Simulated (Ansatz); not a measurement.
A generator proposed this cell of Ge.

```cif
data_structure
_symmetry_space_group_name_H-M 'C2/c'
_symmetry_Int_Tables_number 15
_cell_length_a 5.4822
_cell_length_b 5.6925
_cell_length_c 6.2971
_cell_angle_alpha 90.000
_cell_angle_beta 99.082
_cell_angle_gamma 90.000
_cell_volume 194.05
loop_
_atom_site_label
_atom_site_type_symbol
_atom_site_symmetry_multiplicity
_atom_site_Wyckoff_symbol
_atom_site_fract_x
_atom_site_fract_y
_atom_site_fract_z
_atom_site_occupancy
Ge1 Ge 8 f 0.30555 0.14712 0.37806 1
Ge2 Ge 4 c 0.25000 0.25000 0.00000 1
```

Computed with DFT PBE, scalar-relativistic, plane waves, PAW in Ansatz 0.2.0. Settings: cutoff 420 eV, Γ-centred mesh 4×4×4 on the computed 6-atom cell, Gaussian smearing of 0.10 eV; no spin polarisation.

Energies count from the standard state of Ge at the same level.

Question: Estimate its pressure, forces and energy as it stands.

Answer: The pressure is 39.3 GPa (the mean over three directions, positive in compression), the largest force is 3.85 eV/Å, and the energy is +0.99 eV/atom against the standard state. The shortest distance is 2.10 Å.

Question: How much does it gain on relaxing, and where does it end?

Answer: Relaxing gains about 0.72 eV/atom (the start's value is from the coarse mesh, so the gain is rough) in 21 ionic steps and ends at +0.27 eV/atom on the finer mesh. The symmetry stays C2/c (No. 15). The volume per atom grows by 28.0 %, from 16.2 to 20.7 Å³. The shortest distance goes from 2.10 Å (Ge–Ge) to 2.58 Å (Ge–Ge). Conventional cell: a = 5.839 Å, b = 6.169 Å, c = 7.465 Å, β = 112.5°. Ge on a site of symmetry 1 is surrounded by 5 Ge at 2.58–2.83 Å; Ge on a site of symmetry -1 has 6 Ge at 2.62–2.83 Å.

The last run used a 10×10×6 mesh (in the run's order of axes) for its 6-atom cell and Gaussian smearing of 0.10 eV. The relaxation can't lower the symmetry of the start. A structure relaxed within its symmetry needn't be a true minimum. Another cell of Ge relaxed alike, in Cmmm, lies 222 meV/atom lower, so this cell isn't the stable form at this level.
